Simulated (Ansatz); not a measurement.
**Si2Mo: relaxation of cell and atoms with PBEsol+U**

Crystal: Si2Mo.

```
CELL_PARAMETERS angstrom
4.58547 0.00000 0.00000
-2.29274 3.97113 0.00000
0.00000 0.00000 6.57976
ATOMIC_POSITIONS crystal
Mo 0.50000 0.50000 0.83333
Mo 0.00000 0.50000 0.16667
Mo 0.50000 0.00000 0.50000
Si 0.16387 0.32775 0.50000
Si 0.67225 0.83613 0.16667
Si 0.83613 0.16387 0.83333
Si 0.83613 0.67225 0.50000
Si 0.32775 0.16387 0.16667
Si 0.16387 0.83613 0.83333
```

Measurements of this composition are mostly on another form, of space group No. 139.

| Quantity | Value |
| --- | --- |
| Program | Ansatz 0.2.0 |
| Task | relaxation of cell and atoms |
| Functional | PBEsol |
| Potentials or basis | Ansatz PAW |
| Cutoff | 420 eV (not typed: the program's choice for these potentials) |
| k mesh | 7 × 7 × 4 |
| Occupations | fermi-dirac, width 0.05 eV |
| Spin | no spin polarisation |
| Hubbard terms | Mo d U = 6 eV |
| Hubbard projectors | ortho-atomic (the default) |
| Double counting | fll (the default) |

| Property | Result |
| --- | --- |
| Relaxed volume | 13.14 Å³/atom |
| Relaxed cell | a = 4.566 Å, b = 4.566 Å, c = 6.549 Å, α = 90.00°, β = 90.00°, γ = 120.00° |
| Space group after relaxing (to 0.05 Å) | P6_222 (No. 180) |
| Energy gained by relaxing | 1.6 meV/atom |
| Ionic steps | 4 |
| Pressure after relaxing | 0.0 GPa |
| Largest force after relaxing | 0.004 eV/Å |
| Band gap on the k mesh | 0.96 eV, indirect (least direct gap 1.29 eV) |

Forces on the atoms (eV/Å):
```
Mo   0.000  0.000  0.000
Mo   0.000  0.000  0.000
Mo   0.000  0.000  0.000
Si   0.000 -0.004  0.000
Si   0.004  0.002  0.000
Si   0.004 -0.002  0.000
Si   0.000  0.004  0.000
Si  -0.004 -0.002  0.000
Si  -0.004  0.002  0.000
```

The path:
```
step  energy change (eV)  largest force (eV/Å)  volume (Å³)
   1              0.0000                0.0079       119.81
   2             -0.0135                0.0193       117.86
   3             -0.0144                0.0040       118.26
   4             -0.0141                0.0041       118.26
```

Final structure:
```
Mo Si
1.0
     4.56625    0.00000    0.00000
    -2.28312    3.95448    0.00000
     0.00000    0.00000    6.54914
Mo Si
3 6
Cartesian
  1.1416 1.9772 5.4576
  -1.1416 1.9772 1.0915
  2.2831 0.0000 3.2746
  0.0000 1.2958 3.2746
  1.1609 3.3066 1.0915
  3.4440 0.6479 5.4576
  2.2831 2.6587 3.2746
  1.1222 0.6479 1.0915
  -1.1609 3.3066 5.4576
```

Levels at points of the mesh, in eV from the valence-band top:
| k point | band 29 | band 30 | band 31 | band 32 | band 33 | band 34 | band 35 | band 36 | band 37 | band 38 |
| --- | --- | --- | --- | --- | --- | --- | --- | --- | --- | --- |
| (0.00, 0.00, 0.00) | -2.34 | -2.34 | -2.14 | -1.59 | -1.01 | 2.76 | 2.76 | 3.01 | 3.02 | 3.07 |
| (0.00, 0.00, -0.50) | -1.66 | -1.66 | -1.49 | -0.74 | -0.74 | 2.14 | 2.98 | 3.01 | 3.02 | 3.02 |

Eigenvalues of the final occupation matrices:
```csv
site,spin,trace,eigenvalues
site 1,1,2.92,0.46 0.53 0.60 0.63 0.70
site 2,1,2.92,0.46 0.53 0.60 0.63 0.70
site 3,1,2.92,0.46 0.53 0.60 0.63 0.70
```

Wall time 12 s on 4 threads of AMD EPYC 7R43 64-Core Processor (Zen 3), on a shared host, peak memory 0.57 GiB.

Caveat: odd divisions of the mesh miss points on the zone boundary, where band edges often lie, so the gap on the mesh can be too wide; the plane-wave basis is chosen anew once the cell has moved, so the energies of steps on either side of that aren't comparable; the PAW data sets come from PBE, with cores solved anew for the run's functional, which leaves a small shift of forces and pressure; the U is typed as a test and isn't derived for this compound. A k mesh can miss the band edges.
